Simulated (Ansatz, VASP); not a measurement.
## Bi in VASP and in Ansatz

INCAR

```
PREC     = Accurate       # precision mode
ENCUT    = 600            # plane-wave cutoff, eV
EDIFF    = 1E-6           # SCF threshold, eV
ISMEAR   = -1             # smearing method
SIGMA    = 0.1            # smearing width, eV
LREAL    = F              # projectors in reciprocal space
LASPH    = T              # aspherical terms in the spheres
NELM     = 60             # most SCF steps
ALGO     = Normal         # electronic algorithm
ISIF     = 3              # what is computed and relaxed
LWAVE    = F              # write WAVECAR
LCHARG   = F              # write CHGCAR
GGA      = PE             # functional
IBRION   = 2              # ionic algorithm
NSW      = 80             # ionic steps
EDIFFG   = -0.01          # ionic threshold
```

Contents of KPOINTS:

```
Automatic mesh
0
Gamma
  10 10 6
```

POSCAR

```
Bi
1.0
    3.5579831475      0.0000000000      0.0000000000
   -1.7789915738      3.0813037920      0.0000000000
    0.0000000000      0.0000000000      5.8101864799
Bi
2
Direct
    0.3333333333      0.6666666667      0.2500000000
    0.6666666667      0.3333333333      0.7500000000
```

Input for Ansatz:

```yaml
crystal:
  lattice:
    - [3.5579831475, 0.0, 0.0]
    - [-1.7789915738, 3.081303792, 0.0]
    - [0.0, 0.0, 5.8101864799]
  atoms:
    - { symbol: Bi, position: [0.3333333333, 0.6666666667, 0.25] }
    - { symbol: Bi, position: [0.6666666667, 0.3333333333, 0.75] }
hamiltonian:
  xc: pbe
  pseudopotentials:
    kind: paw
    azcp:
      Bi: "pseudopotentials/Bi.paw.azcp"
basis:
  ecutwfc: 420
  fft_grid_basis: typed
kpoints:
  mp_grid: { grid: [10, 10, 6], shift: [0, 0, 0] }
magnetization:
  spin_polarized: false
scf:
  occupations: { method: fermi_dirac, width: 0.1 }
relax:
  max_steps: 60
  f_tol: 0.01
  cell: {}
```

The cell was built by a generator and needn't be a form met in nature.

Alike in both runs: task relaxation of cell and atoms; functional PBE; k mesh 10 × 10 × 6; occupations fermi-dirac, width 0.1 eV; no spin polarisation.

|  | VASP | Ansatz |
| --- | --- | --- |
| version | VASP 6.6.1 | Ansatz 0.2.0 |
| potentials or method | VASP PAW PBE potentials, release 64 (Bi_d) | plane waves (420 eV) with PAW, scalar-relativistic |
| plane-wave cutoff (eV) | 600 | 420 |
| valence electrons in the cell | 30 | 30 |

```csv
,VASP,Ansatz,Ansatz less VASP
relaxed volume (Å³/atom),31.63,31.63,0.000
relaxed cell length with the largest relative difference (Å),5.825,5.823,-0.0022
```
